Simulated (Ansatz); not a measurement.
# Ta3AlN4: the cost of one run

Method: DFT PBE, scalar-relativistic, plane waves, PAW, in Ansatz 0.2.0.

## 1. The starting structure

Symmetry: P-6m2, No. 187, hexagonal system. The conventional cell has a = 3.158 Å, b = 3.158 Å, c = 12.395 Å, α = 90.00°, β = 90.00°, γ = 120.00°. Around Ta (site symmetry 3m) lie 6 N at 2.39 Å. Ta (site symmetry -6m2) is surrounded by 6 N at 2.39 Å. Around Al (site symmetry -6m2) lie 6 N at 2.39 Å. N (site symmetry 3m) has 3 Ta at 2.39 Å and 3 Al at 2.39 Å as nearest neighbours. N (site symmetry 3m) is surrounded by 6 Ta at 2.39 Å.

Coordinates:

```cif
data_structure
_symmetry_space_group_name_H-M 'P-6m2'
_symmetry_Int_Tables_number 187
_cell_length_a 3.1578
_cell_length_b 3.1578
_cell_length_c 12.3946
_cell_angle_alpha 90.000
_cell_angle_beta 90.000
_cell_angle_gamma 120.000
_cell_volume 107.03
loop_
_atom_site_label
_atom_site_type_symbol
_atom_site_symmetry_multiplicity
_atom_site_Wyckoff_symbol
_atom_site_fract_x
_atom_site_fract_y
_atom_site_fract_z
_atom_site_occupancy
Ta1 Ta 2 g 0.00000 0.00000 0.25000 1
Ta2 Ta 1 b 0.00000 0.00000 0.50000 1
Al1 Al 1 a 0.00000 0.00000 0.00000 1
N1 N 2 i 0.66667 0.33333 0.87500 1
N2 N 2 i 0.66667 0.33333 0.37500 1
```

The start is an ordering of an alloy on its end members' structure types: elements ordered on the sites of the TaN type, Ta/Al on Ta (P-6m2, No. 187).

## 2. Probe: one point on a coarse mesh

input.yaml reads:

```yaml
crystal:
  lattice:
    - [3.15775566, 0.0, 0.0]
    - [-1.57887783, 2.73469662, 0.0]
    - [0.0, 0.0, 12.3945669]
  atoms:
    - { symbol: Ta, position: [0.33333333, 0.66666667, 0.25] }
    - { symbol: Ta, position: [0.33333333, 0.66666667, 0.5] }
    - { symbol: Ta, position: [0.33333333, 0.66666667, 0.75] }
    - { symbol: Al, position: [0.33333333, 0.66666667, 0.0] }
    - { symbol: "N", position: [0.0, 0.0, 0.875] }
    - { symbol: "N", position: [0.0, 0.0, 0.125] }
    - { symbol: "N", position: [0.0, 0.0, 0.375] }
    - { symbol: "N", position: [0.0, 0.0, 0.625] }
basis:
  ecutwfc: 420
kpoints:
  mp_grid: { grid: [6, 6, 2] }
hamiltonian:
  xc: pbe
scf:
  occupations: { method: gaussian, width: 0.1 }
  lower_state_search: "off"
output:
  forces: true
  stress: true
  eigenvalues: true
```

The run is started by

```bash
ansatz run input.yaml --threads 1 --pin off --max-ram 2560MiB --backend cpu --events-out ev --progress --plain --runs-dir out
```

What time and memory should one allow on 1 thread of Arm Neoverse V1, shared host?

About 5.4 s, with a peak of 0.33 GiB.
